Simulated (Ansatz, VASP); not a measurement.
## One calculation of Bi, two programs

Contents of INCAR:

```
SYSTEM = Bi
ALGO = Normal
EDIFF = 1E-7
EDIFFG = -0.01
ENCUT = 600
GGA = CA
IBRION = 2
ISIF = 3
ISMEAR = -1
LASPH = .True.
LCHARG = .False.
LREAL = .False.
LWAVE = .False.
NELM = 100
NSW = 80
PREC = Accurate
SIGMA = 0.1
```

KPOINTS

```
k-points
0
Gamma
  11 11 11
  0 0 0
```

The input POSCAR:

```
Bi
1.0
   -1.9968533131      1.9968533131      1.9968533131
    1.9968533131     -1.9968533131      1.9968533131
    1.9968533131      1.9968533131     -1.9968533131
Bi
1
Direct
    0.0000000000      0.0000000000      0.0000000000
```

Input for Ansatz:

```yaml
crystal:
  lattice:
    - [-1.9968533131, 1.9968533131, 1.9968533131]
    - [1.9968533131, -1.9968533131, 1.9968533131]
    - [1.9968533131, 1.9968533131, -1.9968533131]
  atoms:
    - { symbol: Bi, position: [0.0, 0.0, 0.0] }
hamiltonian:
  xc: lda
  pseudopotentials:
    kind: paw
    azcp:
      Bi: "pseudopotentials/Bi.paw.azcp"
basis:
  ecutwfc: 420
  fft_grid_basis: typed
kpoints:
  mp_grid: { grid: [11, 11, 11], shift: [0, 0, 0] }
magnetization:
  spin_polarized: false
scf:
  occupations: { method: fermi_dirac, width: 0.1 }
relax:
  max_steps: 60
  f_tol: 0.01
  cell: {}
```

The cell was built by a generator and needn't be a form met in nature.

Alike in both runs: task relaxation of cell and atoms; functional LDA; k mesh 11 × 11 × 11; occupations fermi-dirac, width 0.1 eV; no spin polarisation.

|  | VASP | Ansatz |
| --- | --- | --- |
| version | VASP 6.6.1 | Ansatz 0.2.0 |
| potentials or method | VASP PAW LDA potentials, release 64 (Bi_d) | plane waves (420 eV) with PAW, scalar-relativistic |
| plane-wave cutoff (eV) | 600 | 420 |
| valence electrons in the cell | 15 | 15 |

|  | VASP | Ansatz | Ansatz less VASP |
| --- | --- | --- | --- |
| relaxed volume (Å³/atom) | 29.48 | 29.40 | -0.079 |
| relaxed cell length with the largest relative difference (Å) | 3.371 | 3.368 | -0.0030 |
| energy change over the relaxation (meV/atom) | -33 | -35 | -2.0 |

Ansatz warned: «pseudo_functional_mismatch».
